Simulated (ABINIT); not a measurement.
# BeTe (F-43m) in ABINIT: further runs, part 2 of 2

ABINIT 10.8.3 (patched build).

## 4. Band structure, PW91

File run.abi:

```
ndtset 2

pp_dirpath "./"
pseudos "Te.GGA_PBE-JTH.xml, Be.GGA_PBE-JTH.xml"

acell 3*1.0
rprim
     0.0000000000     5.2345413652     5.2345413652
     5.2345413652     0.0000000000     5.2345413652
     5.2345413652     5.2345413652     0.0000000000
ntypat 2
znucl 52 4
natom 2
typat 1 2
xcart
     4.1550000000     4.1550000000     4.1550000000
     0.0000000000     0.0000000000     0.0000000000 Angstrom

ecut 15.0
pawecutdg 30.0

ixc -109134

occopt 3
tsmear 0.00183747

nstep 100

iomode 3
prtwf 0
prteig 0
prtebands 0
enunit 1
prtden1 1

kptopt1 1
ngkpt1 8 8 8
nshiftk1 1
shiftk1 0.0 0.0 0.0
nband1 9
tolvrs1 1.0e-9

iscf2 -2
getden2 1
nband2 13
nbdbuf2 2
tolwfr2 1.0e-12
kptopt2 -9
ndivsm2 8
prteig2 1
kptbounds2
     0.0000000000     0.0000000000     0.0000000000
     0.5000000000     0.0000000000     0.5000000000
     0.5000000000     0.2500000000     0.7500000000
     0.3750000000     0.3750000000     0.7500000000
     0.0000000000     0.0000000000     0.0000000000
     0.5000000000     0.5000000000     0.5000000000
     0.6250000000     0.2500000000     0.6250000000
     0.5000000000     0.2500000000     0.7500000000
     0.5000000000     0.5000000000     0.5000000000
     0.3750000000     0.3750000000     0.7500000000
```

Potentials or basis: JTH PAW PBE v2.0.

Launch:

```bash
$ abinit run.abi > log 2>&1
```

run.abo:

```text
.Version 10.8.3 of ABINIT
 DATASET    1 : space group F-4 3 m (#216); Bravais cF (face-center cubic)
================================================================================
 Values of the parameters that define the memory need for DATASET  1.
     intxc =       0    ionmov =       0      iscf =      17    lmnmax =       8
     lnmax =       4     mgfft =      27  mpssoang =       2    mqgrid =    3001
     natom =       2  nloc_mem =       2    nspden =       1   nspinor =       1
    nsppol =       1      nsym =      24    n1xccc =       1    ntypat =       2
    occopt =       3   xclevel =       2
       mpw =         817          nfft =       19683          nkpt =          29
 PAW method is used; the additional fine FFT grid is defined by:
   mgfftf=        40    nfftf =     64000
================================================================================
================================================================================

 DATASET    2 : space group F-4 3 m (#216); Bravais cF (face-center cubic)
[... 1602 lines left out ...]
-105.38561  -15.40664   -9.72910   -8.88486   -7.11551   -2.08352    0.69407    3.57238
   3.94871    4.84625    6.40270    9.39496   11.12185

== END DATASET(S) ==============================================================
================================================================================

 -outvars: echo values of variables after computation  --------
            acell      1.0000000000E+00  1.0000000000E+00  1.0000000000E+00 Bohr
           etotal1    -2.3153955089E+01
            fcart1    -3.8579959092E-29 -3.8579959092E-29  1.1573987728E-28
                       3.8579959092E-29  3.8579959092E-29 -1.1573987728E-28
            rprim      0.0000000000E+00  5.2345413652E+00  5.2345413652E+00
                       5.2345413652E+00  0.0000000000E+00  5.2345413652E+00
                       5.2345413652E+00  5.2345413652E+00  0.0000000000E+00
           strten1    -8.4625610006E-05 -8.4625610006E-05 -8.4625610006E-05
                       0.0000000000E+00  0.0000000000E+00  0.0000000000E+00
           xangst      4.1550000000E+00  4.1550000000E+00  4.1550000000E+00
                       2.8294233626E-09  2.8294233626E-09  2.8294233626E-09
             xred      7.5000000051E-01  7.5000000051E-01  7.5000000051E-01
                       5.1072623908E-10  5.1072623908E-10  5.1072623908E-10
 Calculation completed.
```

Run time: 35 s. Hardware: 1 thread of Arm Neoverse V1, shared host; peak memory 0.12 GiB.

What came out:

| Item | Value |
| --- | --- |
| Free energy | -630.0512 eV |
| Band gap on the k mesh | 1.87 eV, indirect (least direct gap 3.67 eV) |
| Valence electrons inside the program's atomic spheres | Te 3.25; Be 2.55 |

Levels at the corners of the path, in eV from the valence-band top:
```tsv
point	band 2	band 3	band 4	band 5	band 6	band 7	band 8	band 9
Γ	-12.63	0.00	0.00	0.00	3.67	3.67	3.67	4.23
X	-10.63	-5.35	-2.80	-2.80	1.87	2.62	10.28	10.28
W	-10.59	-4.78	-3.93	-3.43	5.38	5.68	5.88	6.55
K	-10.66	-4.98	-4.13	-2.36	2.67	5.44	8.32	8.70
Γ	-12.63	0.00	0.00	0.00	3.67	3.67	3.67	4.23
L	-11.17	-5.83	-1.19	-1.19	3.27	4.66	4.66	8.18
U	-10.66	-4.98	-4.13	-2.36	2.67	5.44	8.32	8.70
W	-10.59	-4.78	-3.93	-3.43	5.38	5.68	5.88	6.55
L	-11.17	-5.83	-1.19	-1.19	3.27	4.66	4.66	8.18
K	-10.66	-4.98	-4.13	-2.36	2.67	5.44	8.32	8.70
```

Caveat: the cutoff is too short for stress, so the log's stress isn't used; the PAW data sets were made with another functional, which shifts forces and pressure a little; spin-orbit coupling is left out, which moves the levels of the heavy elements. A k mesh can miss the band edges.

## 5. Band structure, WC

File run.abi:

```
# Datasets: ground state, then fixed potential
ndtset 2

# Pseudopotentials
pp_dirpath "./"
pseudos "Te.GGA_PBE-JTH.xml, Be.GGA_PBE-JTH.xml"

# Structure
acell 3.9173715678 3.9173715678 3.9173715678 Angstrom
rprim
     0.0000000000     0.7071067812     0.7071067812
     0.7071067812     0.0000000000     0.7071067812
     0.7071067812     0.7071067812     0.0000000000
ntypat 2
znucl 52 4
natom 2
typat 1 2
xred
     0.7500000000     0.7500000000     0.7500000000
     0.0000000000     0.0000000000     0.0000000000

# Plane-wave basis
ecut 15.0
pawecutdg 30.0

# Exchange and correlation
ixc 23

# Bands and occupations
occopt 3
tsmear 0.00183747

# SCF cycle
nstep 100

# Output
iomode 3
prtwf 0
prteig 0
prtebands 0
enunit 1
prtden1 1
prtvha1 1
prtvclmb1 1
prtpot1 1

# Dataset 1
kptopt1 1
ngkpt1 8 8 8
nshiftk1 1
shiftk1 0.0 0.0 0.0
nband1 9
tolvrs1 1.0e-9

# Dataset 2: bands along G-X-W-K-G-L-U-W-L-K
iscf2 -2
getden2 1
nband2 13
nbdbuf2 2
tolwfr2 1.0e-12
kptopt2 -9
ndivsm2 5
prteig2 1
prtvol2 -3
kptbounds2
     0.0000000000     0.0000000000     0.0000000000
     0.5000000000     0.0000000000     0.5000000000
     0.5000000000     0.2500000000     0.7500000000
     0.3750000000     0.3750000000     0.7500000000
     0.0000000000     0.0000000000     0.0000000000
     0.5000000000     0.5000000000     0.5000000000
     0.6250000000     0.2500000000     0.6250000000
     0.5000000000     0.2500000000     0.7500000000
     0.5000000000     0.5000000000     0.5000000000
     0.3750000000     0.3750000000     0.7500000000
```

Potentials or basis: JTH PAW PBE v2.0.

Launch:

```bash
$ abinit run.abi > log 2>&1
```

run.abo:

```text
.Version 10.8.3 of ABINIT
 DATASET    1 : space group F-4 3 m (#216); Bravais cF (face-center cubic)
================================================================================
 Values of the parameters that define the memory need for DATASET  1.
     intxc =       0    ionmov =       0      iscf =      17    lmnmax =       8
     lnmax =       4     mgfft =      27  mpssoang =       2    mqgrid =    3001
     natom =       2  nloc_mem =       2    nspden =       1   nspinor =       1
    nsppol =       1      nsym =      24    n1xccc =       1    ntypat =       2
    occopt =       3   xclevel =       2
       mpw =         817          nfft =       19683          nkpt =          29
 PAW method is used; the additional fine FFT grid is defined by:
   mgfftf=        40    nfftf =     64000
================================================================================
================================================================================

 DATASET    2 : space group F-4 3 m (#216); Bravais cF (face-center cubic)
[... 1147 lines left out ...]
-104.81343  -15.48524   -9.80549   -8.99299   -7.18789   -2.25090    0.55924    3.49889
   3.84174    4.72419    6.26622    9.25506   10.91355

== END DATASET(S) ==============================================================
================================================================================

 -outvars: echo values of variables after computation  --------
            acell      7.4027593966E+00  7.4027593966E+00  7.4027593966E+00 Bohr
           etotal1    -2.3088488064E+01
            fcart1    -0.0000000000E+00 -0.0000000000E+00 -0.0000000000E+00
                      -0.0000000000E+00 -0.0000000000E+00 -0.0000000000E+00
            rprim      0.0000000000E+00  7.0710678120E-01  7.0710678120E-01
                       7.0710678120E-01  0.0000000000E+00  7.0710678120E-01
                       7.0710678120E-01  7.0710678120E-01  0.0000000000E+00
           strten1    -2.5211039529E-05 -2.5211039529E-05 -2.5211039529E-05
                       0.0000000000E+00  0.0000000000E+00  0.0000000000E+00
           xangst      4.1550000001E+00  4.1550000001E+00  4.1550000001E+00
                       0.0000000000E+00  0.0000000000E+00  0.0000000000E+00
             xred      7.5000000000E-01  7.5000000000E-01  7.5000000000E-01
                       0.0000000000E+00  0.0000000000E+00  0.0000000000E+00
 Calculation completed.
```

Wall time 23 s (1 thread of Arm Neoverse V1, shared host); peak memory 0.11 GiB.

What came out:

```yaml
Free_energy: -628.2698 eV
Band_gap_on_the_k_mesh: 1.73 eV, indirect (least direct gap 3.65 eV)
Valence_electrons_inside_the_program's_atomic_spheres: Te 3.25; Be 2.54
```

Levels at the corners of the path, in eV from the valence-band top:
```tsv
point	band 3	band 4	band 5	band 6	band 7	band 8
Γ	0.00	0.00	0.00	3.65	3.65	3.65
X	-5.38	-2.81	-2.81	1.73	2.54	10.28
W	-4.79	-3.98	-3.48	5.25	5.60	5.83
K	-5.00	-4.19	-2.38	2.56	5.37	8.31
Γ	0.00	0.00	0.00	3.65	3.65	3.65
L	-5.88	-1.20	-1.20	3.20	4.61	4.61
U	-5.00	-4.19	-2.38	2.56	5.37	8.31
W	-4.79	-3.98	-3.48	5.25	5.60	5.83
L	-5.88	-1.20	-1.20	3.20	4.61	4.61
K	-5.00	-4.19	-2.38	2.56	5.37	8.31
```

Caveat: the cutoff is too short for stress, so the log's stress isn't used; the PAW data sets were made with another functional, which shifts forces and pressure a little; spin-orbit coupling is left out, which moves the levels of the heavy elements.

## 6. The runs side by side

| task | level | potentials or basis | cutoff (eV) | fine-grid cutoff | gap on the mesh (eV) | V0 of scaled cells (Å³/atom) | B0 (GPa) |
| --- | --- | --- | --- | --- | --- | --- | --- |
| equation of state | LDA | JTH PAW LDA v2.0 | 571 | 1142.88 eV | - | 21.48 | 64 |
| equation of state | BP86+D3(BJ) | JTH PAW PBE v2.0 | 408 | 816.342 eV | - | 20.90 | 69 |
| band structure | PW91 | JTH PAW PBE v2.0 | 408 | 816.342 eV | 1.87 | - | - |
| band structure | WC | JTH PAW PBE v2.0 | 408 | 816.342 eV | 1.73 | - | - |

Alike in all rows: no spin polarisation; cell as given; k mesh 8 × 8 × 8; smearing fermi-dirac 0.05 eV.

Caveats: the PAW data sets were made with another functional, which shifts forces and pressure a little (some runs); pressures at fixed basis lie under the slope of the energies (some runs); spin-orbit coupling is left out, which moves the levels of the heavy elements (some runs).

Total energies depend on the potentials used, so only differences within one code and one set of settings carry meaning.
